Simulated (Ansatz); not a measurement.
## Crystal structures of zinc under RPBE

All numbers below come from Ansatz 0.2.0, DFT, RPBE, plane waves (420 eV) with PAW, scalar-relativistic. (PAW data from PBE, frozen cores regenerated.)

Each structure is relaxed within its own symmetry, so a high-lying one may be dynamically unstable.

```json
{"structure": "hcp", "ΔE (meV/atom)": "0", "V (Å³/atom)": "15.86", "cell": "a = 2.691 Å, c = 5.058 Å (c/a = 1.879)", "magnetic state": "spin not included"}
{"structure": "dhcp", "ΔE (meV/atom)": "7", "V (Å³/atom)": "15.91", "cell": "a = 2.697 Å, c = 10.105 Å (c/a = 3.747)", "magnetic state": "spin not included"}
{"structure": "fcc", "ΔE (meV/atom)": "23", "V (Å³/atom)": "15.89", "cell": "a = 3.991 Å", "magnetic state": "spin not included"}
{"structure": "A15", "ΔE (meV/atom)": "29", "V (Å³/atom)": "16.03", "cell": "a = 5.043 Å", "magnetic state": "spin not included"}
{"structure": "bcc", "ΔE (meV/atom)": "78", "V (Å³/atom)": "16.11", "cell": "a = 3.182 Å", "magnetic state": "spin not included"}
{"structure": "omega (AlB2-type)", "ΔE (meV/atom)": "89", "V (Å³/atom)": "16.36", "cell": "a = 4.556 Å, c = 2.731 Å (c/a = 0.599)", "magnetic state": "spin not included"}
{"structure": "simple cubic", "ΔE (meV/atom)": "206", "V (Å³/atom)": "19.15", "cell": "a = 2.676 Å", "magnetic state": "spin not included"}
{"structure": "diamond", "ΔE (meV/atom)": "409", "V (Å³/atom)": "26.63", "cell": "a = 5.973 Å", "magnetic state": "spin not included"}
```

ΔE counts from hcp.

Differences under about 8 meV lie within the error of the k-point mesh.
